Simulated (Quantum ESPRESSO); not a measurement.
Crystal: Sn.

```xyz
2
Lattice="0.0000 3.2333 3.2333 3.2333 0.0000 3.2333 3.2333 3.2333 0.0000" Properties=species:S:1:pos:R:3 pbc="T T T"
Sn    4.8500    4.8500    4.8500
Sn    3.2333    3.2333    3.2333
```

This isn't the form of Sn at room conditions, which is tetragonal (white tin).

- Program: Quantum ESPRESSO 7.5
- Task: phonons and electron-phonon coupling
- Functional: PBE
- Potentials or basis: SPMS 1.0 PBE
- Cutoff: 884 eV
- Density cutoff: 3537 eV
- k mesh: 4 × 4 × 4
- Occupations: methfessel-paxton, width 0.272 eV
- Spin: no spin polarisation
- Mixing beta: 0.5
- Most SCF iterations: 120
- SCF threshold: 4e-10 Ry
- q mesh: 4 × 4 × 4

The cell and the atoms were relaxed first, to 37.36 Å³/atom (a = 4.728 Å, b = 4.728 Å, c = 4.728 Å, α = 60.00°, β = 60.00°, γ = 60.00°), and the response was taken there.

Levels for the coupling come from a 12 × 12 × 12 mesh; ten broadenings of the double delta from 0.07 to 0.68 eV; Tc from the McMillan formula in the Allen-Dynes form.

**Question.** How strong is the electron-phonon coupling, and what superconducting temperature follows?

**Answer.** Over broadenings from 0.27 to 0.54 eV, λ lies between 0.12 and 0.16 and ω_log near 89 K, which gives Tc from 0.0 to 0.0 K at μ* = 0.10 and from 0.0 to 0.0 K at μ* = 0.13.

Electron-phonon coupling by broadening of the double delta (levels on a 12 × 12 × 12 mesh):
```
broadening (eV)     λ  N(E_F) (states/eV a spin and cell)  ω_log (K)  Tc, μ* 0.10 (K)  Tc, μ* 0.13 (K)
           0.07  0.23                               0.173         98              0.0              0.0
           0.14  0.14                               0.110         95              0.0              0.0
           0.20  0.12                               0.098         98              0.0              0.0
           0.27  0.12                               0.098         98              0.0              0.0
           0.34  0.12                               0.107         92              0.0              0.0
           0.41  0.13                               0.121         87              0.0              0.0
           0.48  0.14                               0.136         85              0.0              0.0
           0.54  0.16                               0.153         84              0.0              0.0
           0.61  0.18                               0.173         83              0.0              0.0
           0.68  0.21                               0.195         83              0.0              0.0
```

The same from a weighted sum over the computed q points, without interpolation:
```
broadening (eV)     λ  ω_log (K)  Tc, μ* 0.10 (K)  Tc, μ* 0.13 (K)
           0.07  0.16        198              0.0              0.0
           0.14  0.10        177              0.0              0.0
           0.20  0.09        163              0.0              0.0
           0.27  0.09        139              0.0              0.0
           0.34  0.10        116              0.0              0.0
           0.41  0.12        102              0.0              0.0
           0.48  0.13         96              0.0              0.0
           0.54  0.15         92              0.0              0.0
           0.61  0.18         89              0.0              0.0
           0.68  0.21         87              0.0              0.0
```

Coupling and linewidth of each mode at the computed q points (broadening 0.27 eV):
| q | cm⁻¹ | λ of the modes | linewidths (GHz) |
| --- | --- | --- | --- |
| (0.00, 0.00, 0.25) | 28 28 69 161 162 162 | 0.04 0.03 0.15 0.06 0.04 0.04 | 0 0 1 2 1 1 |
| (0.00, 0.00, -0.50) | 32 32 122 139 166 166 | 0.04 0.06 0.11 0.01 0.00 0.00 | 0 0 2 0 0 0 |
| (0.00, 0.25, 0.25) | 38 38 77 167 167 172 | 0.01 0.01 0.01 0.01 0.01 0.01 | 0 0 0 0 0 0 |
| (0.00, 0.25, -0.50) | 40 56 107 141 164 167 | 0.00 0.00 0.00 0.00 0.00 0.00 | 0 0 0 0 0 0 |
| (0.00, 0.25, -0.25) | 38 55 92 145 166 168 | 0.00 0.00 0.00 0.00 0.00 0.01 | 0 0 0 0 0 0 |
| (0.00, -0.50, -0.50) | 44 44 137 137 162 162 | 0.00 0.00 0.00 0.00 0.00 0.00 | 0 0 0 0 0 0 |
| (0.25, -0.50, -0.25) | 55 55 121 121 163 163 | 0.00 0.00 0.00 0.00 0.00 0.00 | 0 0 0 0 0 0 |

The smallest broadenings aren't converged on these meshes, and μ* is assumed, not computed; spin fluctuations are left out.

Caveat: the k mesh is coarse (spacing up to 0.42 Å⁻¹), so the values aren't converged; the mesh is thin for the phonons of a metal; λ from interpolated matrix elements is rough: modes that symmetry makes equal can differ by tens of percent.
